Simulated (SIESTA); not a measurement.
Crystal: Al2O3 (Corundum).

```xyz
10
Lattice="2.3803 1.3742 4.3319 -2.3803 1.3742 4.3319 0.0000 -2.7485 4.3319" Properties=species:S:1:pos:R:3 pbc="T T T"
Al    0.0000    0.0000   11.0743
Al    0.0000    0.0000    8.4191
Al    0.0000    0.0000    1.9213
Al    0.0000    0.0000    4.5765
O    -1.6503   -0.1099    5.4148
O     0.7300    1.4841    5.4148
O     0.9203   -1.3742    5.4148
O     1.6503    0.1099    7.5808
O    -0.7300   -1.4841    7.5808
O    -0.9203    1.3742    7.5808
```

| Item | Value |
| --- | --- |
| Program | SIESTA 5.4.2 |
| Task | single point |
| Functional | PBE |
| Potentials or basis | PseudoDojo 0.4 standard (PBE files) |
| Basis | DZP (energy shift 0.003 Ry) |
| Grid cutoff | 800 Ry |
| Energy shift | 0.003 Ry |
| k mesh | 7 × 7 × 7 |
| Occupations | fermi-dirac, width 0.05 eV |
| Spin | no spin polarisation |

On this cell: pressure 8.5 GPa; largest force 0.033 eV/Å; band gap on the k mesh 6.24 eV, direct.

The same run follows on a disturbed copy (atoms moved at random, drawn with an rms of 0.05 Å):

```
CELL_PARAMETERS angstrom
2.38025 1.37424 4.33187
-2.38025 1.37424 4.33187
0.00000 -2.74848 4.33187
ATOMIC_POSITIONS crystal
Al 0.84599 0.85460 0.85394
Al 0.64743 0.64674 0.65242
Al 0.15459 0.15157 0.14030
Al 0.35126 0.35158 0.35801
O 0.06183 0.74433 0.44081
O 0.75639 0.44990 0.05702
O 0.45391 0.05282 0.75526
O 0.92325 0.25700 0.56371
O 0.24167 0.55529 0.95300
O 0.54961 0.95408 0.25041
```

**Question.** What does the disturbed cell give?

**Answer.** The energy moves by +17.6 meV/atom; pressure 9.4 GPa; largest force 1.352 eV/Å; band gap on the k mesh 6.07 eV, direct.

Forces on the atoms (eV/Å):
```
Al   0.431  0.153  0.593
Al  -0.327  0.004 -0.261
Al  -0.251 -0.979  0.112
Al   0.238  0.254 -0.092
O   -0.624  0.123  0.514
O   -0.190 -0.565 -0.943
O   -0.575  0.398 -1.157
O    0.990  0.343  0.355
O   -0.007  0.805  0.508
O    0.315 -0.535  0.371
```

Stress tensor (GPa, compression positive):
```
11.34  0.24 -0.89
 0.24  8.47 -0.60
-0.89 -0.60  8.45
```

Caveats: an odd mesh through Γ misses points on the zone boundary, where band edges often lie; the basis of atomic orbitals isn't converged, which shifts pressures, moduli and gaps.
